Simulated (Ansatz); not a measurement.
Write the native input for Ansatz 0.2.0 that does the following.

```
Task                : relaxation of cell and atoms
Functional          : revPBE
Potentials or basis : all-electron LAPW, scalar-relativistic
Basis error allowed : 0.001 eV/atom
k mesh              : 11 × 11 × 11
Occupations         : fermi-dirac, width 0.05 eV
Spin                : no spin polarisation
```

The system is Sn.

```xyz
1
Lattice="-1.7265 1.7755 2.3383 1.7265 -1.7755 2.3383 1.7265 1.7755 -2.3383" Properties=species:S:1:pos:R:3 pbc="T T T"
Sn    0.0000    0.0000    0.0000
```

This isn't the form of Sn at room conditions, which is tetragonal (white tin).

One way to write it, as run:

input.yaml

```yaml
crystal:
  lattice:
    - [-1.726539, 1.775547, 2.338342]
    - [1.726539, -1.775547, 2.338342]
    - [1.726539, 1.775547, -2.338342]
  atoms:
    - { symbol: Sn, position: [0.0, 0.0, 0.0] }
kpoints:
  mp_grid: { grid: [11, 11, 11] }
scf:
  occupations: { method: fermi_dirac, width: 0.05 }
hamiltonian:
  xc: revpbe
  pseudopotentials: { kind: all_electron, lapw: { basis_error: 0.001 } }
output:
  forces: true
  stress: true
relax:
  f_tol: 0.005
  max_steps: 60
  cell: {}
```

Potentials or basis: all-electron LAPW, scalar-relativistic.

Run with:

```console
$ ansatz run input.yaml --threads 1 --pin off --max-ram 3072MiB --backend cpu --events-out ev --progress --plain --runs-dir out
```

Results of the run:

```
Relaxed volume                         : 28.65 Å³/atom
Relaxed cell                           : a = 3.416 Å, b = 3.416 Å, c = 3.416 Å, α = 118.84°, β = 118.87°, γ = 92.00°
Space group after relaxing (to 0.05 Å) : I4/mmm (No. 139)
Energy gained by relaxing              : 3.1 meV/atom
Ionic steps                            : 5
Pressure after relaxing                : 0.0 GPa
```

It took 43 s on 1 thread of Arm Neoverse V1, with other jobs on the host, peak memory 0.36 GiB.
